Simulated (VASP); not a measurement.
The system is NiO.

```
Ni O
1.0
     0.00000    2.28355    2.28355
     2.28355    0.00000    2.28355
     2.28355    2.28355    0.00000
Ni O
1 1
Direct
  0.00000 0.00000 0.00000
  0.25000 0.25000 0.25000
```

Measurements of this composition are mostly on another form, of space group No. 225.

Base run:

| Property | Result |
| --- | --- |
| Program | VASP 6.6.1 |
| Functional | PBE |
| Potentials or basis | VASP PAW PBE potentials, release 64 (Ni, O) |
| Cutoff | 520 eV |
| k mesh | 7 × 7 × 7 |
| Occupations | gaussian, width 0.05 eV |
| Spin | collinear spin, ferromagnetic start |
| Starting moments | [1.0, 0.0] μB |
| Hubbard terms | Ni d U = 8 eV |

Its results: pressure -13.1 GPa; site moments Ni +1.75; O +0.28 μB.

The run is repeated on the same cell with these changes: hubbard terms from Ni d U = 8 eV to none; fixed moment from none to 2 μB. What comes out?

Pressure -7.0 GPa; site moments Ni +1.56; O +0.38 μB.

Caveats: a cell with one magnetic atom can't hold antiferromagnetic order, which such compounds often take; the total moment is fixed, so each spin has its own Fermi level (some runs).
